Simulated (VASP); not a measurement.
A run of VASP 6.6.1:

Contents of INCAR:

```
ALGO = Normal
EDIFF = 1E-6
ENCUT = 520
GGA = PS
ISIF = 2
ISMEAR = 0
LASPH = True
LCHARG = True
LELF = True
LREAL = False
LVHAR = True
LWAVE = False
NBANDS = 16
NELM = 100
PREC = Accurate
SIGMA = 0.02
```

KPOINTS

```
k-points
0
Gamma
  9 9 6
```

The input POSCAR:

```
AlN
1.0
    3.3014697576      0.0000000000      0.0000000000
   -1.6507348788      2.8591566799      0.0000000000
    0.0000000000      0.0000000000      4.1398709542
Al N
2 2
Direct
    0.3333333333      0.6666666667      0.7500000000
    0.6666666667      0.3333333333      0.2500000000
    0.3333333333      0.6666666667      0.2500000000
    0.6666666667      0.3333333333      0.7500000000
```

Potentials or basis: VASP PAW PBE potentials, release 64 (Al, N).

Command:

```sh
$ cat potpaw_PBE.64/Al/POTCAR potpaw_PBE.64/N/POTCAR > POTCAR
$ mpirun -np 1 vasp_std > vasp.out
```

Hardware: 1 thread of AMD EPYC 7R43 64-Core Processor (Zen 3), on a shared host.

Q: How long does it take, and how much memory?

A: It took 38 s on 1 thread of AMD EPYC 7R43 64-Core Processor (Zen 3) (shared host), peak memory 0.13 GiB. Counts: scf iterations 13, k points 48.
